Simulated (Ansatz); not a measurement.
**Two-dimensional strain map in Cs**

Method: DFT PBE, scalar-relativistic, plane waves, PAW in Ansatz. The runs took a 420 eV cutoff, a Γ-centred 12×12×12 mesh and Gaussian smearing (0.15 eV). No spin polarisation. Energies are free energies at this smearing, counted from the undisturbed cell; pressure is positive in compression.

Zero of the scan (as given, not relaxed at this level; it stands at 0.1 GPa):

```yaml
crystal:
  lattice:
    - [-3.02250, 3.02250, 3.02250]
    - [3.02250, -3.02250, 3.02250]
    - [3.02250, 3.02250, -3.02250]
  atoms:
    - { symbol: Cs, position: [0.00000, 0.00000, 0.00000] }
```

The cell is strained by p along both x and y and by q along z, fractional coordinates fixed. Points are written (p, q).

p was sampled at -0.080, -0.040, 0.000, 0.040, 0.080 and q at -0.080, -0.040, 0.000, 0.040, 0.080.

Q: Where on the computed points is the energy highest, and how high?

A: At (-0.080, -0.080): 74.5 meV/atom.

Q: Away from (0, 0), which computed point is lowest?

A: (0.000, 0.040): -2.1 meV/atom.

The map, in meV/atom:

```
 p \ q  -0.080  -0.040  0.000  0.040  0.080
-0.080    74.5    53.9   37.5   24.7   14.7
-0.040    36.7    22.5   12.3    5.3    0.8
 0.000    13.6     4.9    0.0   -2.1   -2.0
 0.040     2.6    -1.5   -2.0    0.2    4.2
 0.080     1.6     1.2    4.4   10.0   17.3
```